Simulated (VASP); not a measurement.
# Al₂Pt: relaxation with set parts of the cell free, by free to move

Al₂Pt, P1 (no. 1), 12 atoms in the cell. PBE, constrained relaxation; PAW potentials Pt, Al (PBE set).

| Free to move | Volume (Å³/atom) | Pressure in a fresh run at the final cell (GPa) | Pressure printed at the end of the relaxation (GPa) | Ionic steps, all stages | Electronic steps, all stages | Time (s) |
|---|---|---|---|---|---|---|
| atoms | 17.481 | -0.04 | -0.04 | 12 | 94 | 351 |
| atoms, shape and volume | 17.466 | 0.07 | 0.07 | 18 | 132 | 442 |
| atoms and shape at fixed volume | 17.481 | -0.04 | -0.04 | 16 | 111 | 378 |
| shape alone | 17.481 | 0.46 | 0.47 | 23 | 135 | 477 |
| shape and volume | 17.546 | -0.03 | -0.02 | 23 | 140 | 495 |
| volume alone | 17.563 | 0.00 | 0.00 | 7 | 64 | 222 |
| atoms and volume | 17.477 | 0.00 | 0.00 | 15 | 116 | 492 |
| atoms and the z components of the lattice | 17.485 | -0.07 | -0.07 | 13 | 98 | 409 |
| atoms and the x and y components of the lattice | 17.470 | 0.04 | 0.04 | 14 | 108 | 469 |
| atoms and the y and z components of the lattice | 17.477 | -0.01 | -0.01 | 14 | 112 | 451 |

Limits: the start was distorted on purpose (random strain, atoms moved at random), so the space group given is the start's and not the crystal's.

## Input of the first row

INCAR.step1:
```
SYSTEM = Al2Pt
  ALGO = Normal
  EDIFF = 1E-6
  EDIFFG = -0.01
  ENCUT = 350
  IBRION = 2
  ISIF = 2
  ISMEAR = 1
  ISYM = 0
  KPAR = 8
  LASPH = .TRUE.
  LCHARG = .FALSE.
  LREAL = .FALSE.
  LWAVE = .FALSE.
  NELM = 100
  NSW = 80
  POTIM = 0.5
  PREC = Accurate
  SIGMA = 0.1
```

INCAR.step3, as INCAR.step1 but for:
```
- EDIFFG = -0.01
- IBRION = 2
- NSW = 80
- POTIM = 0.5
+ NSW = 0
```

KPOINTS:
```
k-points
0
Gamma
  4 4 4
```

POSCAR.step1:
```
Al2Pt
1.0
    5.9304240000     -0.0142290000     -0.0061030000
   -0.0142290000      5.9635070000      0.0303620000
   -0.0061030000      0.0303620000      5.9315460000
Pt Al
4 8
Direct
    0.0035920000      0.0056990000      0.0011130000
   -0.0092930000      0.5063530000      0.5020190000
    0.4966950000      0.0038190000      0.5013800000
    0.5031900000      0.4995000000      0.0028030000
    0.2451360000      0.2480040000      0.7447630000
    0.2555710000      0.7495880000      0.7462450000
    0.2447800000      0.7472670000      0.2485940000
    0.2487370000      0.2593910000      0.2563980000
    0.7297030000      0.2345140000      0.2471650000
    0.7475920000      0.7509470000      0.2502290000
    0.7674430000      0.7405870000      0.7455790000
    0.7668560000      0.2543320000      0.7537120000
```

POSCAR.step3:
```
Al2Pt
1.0
    5.9304240000     -0.0142290000     -0.0061030000
   -0.0142290000      5.9635070000      0.0303620000
   -0.0061030000      0.0303620000      5.9315460000
Pt Al
4 8
Direct
    0.0000829004      0.9999866010      0.0000242056
    0.9999478439      0.4999758177      0.4999222300
    0.4999827093      0.9999824284      0.5000641391
    0.5000089810      0.4999969940      0.9999708246
    0.2512747061      0.2495632109      0.7493150259
    0.2485719976      0.7501907729      0.7506172061
    0.2513591249      0.7496676446      0.2493574364
    0.2487248074      0.2505217026      0.2506852613
    0.7513091862      0.2494393059      0.2492831358
    0.7487359409      0.7503599012      0.2507670387
    0.7512585814      0.7497813533      0.7494281115
    0.7487452210      0.2505352673      0.7505653850
```

Commands (each step's output is kept before the next begins):
```
cat potpaw_PBE.64/Pt/POTCAR potpaw_PBE.64/Al/POTCAR > POTCAR
cp INCAR.step1 INCAR
cp POSCAR.step1 POSCAR
mpirun -np 8 vasp_std > vasp.out
cp CONTCAR POSCAR
mpirun -np 8 vasp_std > vasp.out
cp CONTCAR POSCAR
cp INCAR.step3 INCAR
cp POSCAR.step3 POSCAR
mpirun -np 8 vasp_std > vasp.out
```

Changes of the last row against the first:
```
- ISIF = 2
+ ISIF = 3
+ LATTICE_CONSTRAINTS = .FALSE. .TRUE. .TRUE.
```

VASP 6.6.1 took 351 s on 8 cores (AMD EPYC 7R43 (Zen 3)), a shared host.
